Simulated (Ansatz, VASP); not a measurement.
## PtS2: VASP beside Ansatz

File INCAR:

```
SYSTEM = PtS2
  PREC = Accurate
  ENCUT = 520
  EDIFF = 1E-7
  ISMEAR = 0
  SIGMA = 0.05
  LREAL = .FALSE.
  LASPH = .TRUE.
  NELM = 100
  ALGO = Normal
  ISIF = 2
  LWAVE = .FALSE.
  LCHARG = .FALSE.
  GGA = PE
  NBANDS = 18
```

Contents of KPOINTS:

```
Automatic mesh
0
G
  12 12 8
  0 0 0
```

File POSCAR:

```
PtS2
1.0
    3.6317794627      0.0000000000      0.0000000000
   -1.8158897313      3.1452132756      0.0000000000
    0.0000000000      0.0000000000      5.1647700000
Pt S
1 2
Direct
    0.0000000000      0.0000000000      0.0000000000
    0.3333333333      0.6666666667      0.2500000000
    0.6666666667      0.3333333333      0.7500000000
```

Input for Ansatz:

```yaml
crystal:
  lattice:
    - [3.6317794627, 0.0, 0.0]
    - [-1.8158897313, 3.1452132756, 0.0]
    - [0.0, 0.0, 5.16477]
  atoms:
    - { symbol: Pt, position: [0.0, 0.0, 0.0] }
    - { symbol: S, position: [0.3333333333, 0.6666666667, 0.25] }
    - { symbol: S, position: [0.6666666667, 0.3333333333, 0.75] }
basis:
  ecutwfc: 420
kpoints:
  mp_grid: { grid: [12, 12, 8] }
hamiltonian:
  xc: pbe
scf:
  occupations: { method: gaussian, width: 0.05 }
output:
  forces: true
  stress: true
  eigenvalues: true
```

Change from the starting cell: strain +0.025 along x and y, +0.025 along z, atoms carried along.

Alike in both runs: task single point; functional PBE; k mesh 12 × 12 × 8; occupations gaussian, width 0.05 eV; no spin polarisation.

```csv
,VASP,Ansatz
version,VASP 6.6.1,Ansatz 0.2.0
potentials or method,"VASP PAW PBE potentials, release 64 (Pt, S)","scalar-relativistic, plane waves, PAW"
plane-wave cutoff (eV),520,420
valence electrons in the cell,22,30
```

```csv
,VASP,Ansatz,Ansatz less VASP
gap on the k mesh at the Fermi level (eV),0.47,0.48,+0.002
least direct gap on the mesh (eV),0.74,0.73,-0.005
pressure (GPa),-6.9,-6.5,+0.35
largest component of the traceless stress (GPa),0.47,0.37,-0.098
rms of the force components (eV/Å),0.534,0.519,-0.0148
```

Atom by atom the forces differ by 0.015 eV/Å (rms over components). The two sets of potentials don't hold the same shells in valence.

Caveats: spin-orbit coupling is left out, which moves the levels of the heavy elements; the cell's inner coordinates are idealised or old, which leaves forces on the atoms.
